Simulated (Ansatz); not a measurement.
# FePt: the cost of one run

Program: Ansatz 0.2.0. Level of theory: DFT PBE, scalar-relativistic, plane waves, PAW. These are calculated values, not measurements.

1 further run of the same task is left out (set aside as unsound or not needed).

## (1) Starting point

The structure is tetragonal, space group P4/mmm (No. 123). The conventional cell has a = 2.722 Å, b = 2.722 Å, c = 3.700 Å, α = 90.00°, β = 90.00°, γ = 90.00°. Fe (site symmetry 4/mmm) has 8 Pt at 2.67 Å and 4 Fe at 2.72 Å in its first shell of neighbours. Pt (site symmetry 4/mmm) is surrounded by 8 Fe at 2.67 Å and 4 Pt at 2.72 Å.

As a file:

```cif
data_structure
_symmetry_space_group_name_H-M 'P 1'
_symmetry_Int_Tables_number 1
_cell_length_a 2.7217
_cell_length_b 2.7217
_cell_length_c 3.7000
_cell_angle_alpha 90.000
_cell_angle_beta 90.000
_cell_angle_gamma 90.000
_cell_volume 27.41
loop_
_atom_site_label
_atom_site_type_symbol
_atom_site_fract_x
_atom_site_fract_y
_atom_site_fract_z
_atom_site_occupancy
Fe1 Fe 0.50000 0.50000 0.50000 1
Pt1 Pt 0.00000 0.00000 0.00000 1
```

The cell is the deposited one, not relaxed. An earlier run on this cell at PBE gave 5.03 GPa at 13.704 Å³/atom (12×12×10 mesh), no gap, spin moments in the atoms' spheres Fe 2.95; Pt 0.40 μB. The cell is compressed at this level.

## (2) Bands on a fine mesh, Fermi surface

Contents of input.yaml:

```yaml
crystal:
  lattice:
    - [2.7216546016, 0.0, 0.0]
    - [0.0, 2.7216546016, 0.0]
    - [0.0, 0.0, 3.7000008167]
  atoms:
    - { symbol: Fe, position: [0.5, 0.5, 0.5], spin: 3.25 }
    - { symbol: Pt, position: [0.0, 0.0, 0.0] }
basis:
  ecutwfc: 420
  ecutrho_ratio: 4
kpoints:
  mp_grid: { grid: [12, 12, 10] }
hamiltonian:
  xc: pbe
scf:
  occupations: { method: gaussian, width: 0.05 }
  lower_state_search: "off"
output:
  forces: true
  stress: true
  eigenvalues: true
  populations: true
  eigenstates:
    nscf_kmesh: { grid: [22, 22, 16] }
    de_dk: true
    e_range: [-2.5, 2.5]
  write_density: true
  write_potential: true
  elf: true
  volumetric_format: npy
magnetization:
  spin_polarized: true
checkpoint:
  read: start.run
  write: ck
  compress: false
  write_wavefunctions: false
  write_every: 100000
```

start.run is the folder with the converged state of an earlier run on this cell.

Launch:

```bash
$ ansatz run input.yaml --threads 4 --pin off --max-ram 9216MiB --backend cpu --events-out ev --progress --plain --runs-dir out
```

What time and memory should one allow on 4 threads of Arm Neoverse V1, shared host?

About 13 s, with a peak of 0.73 GiB.
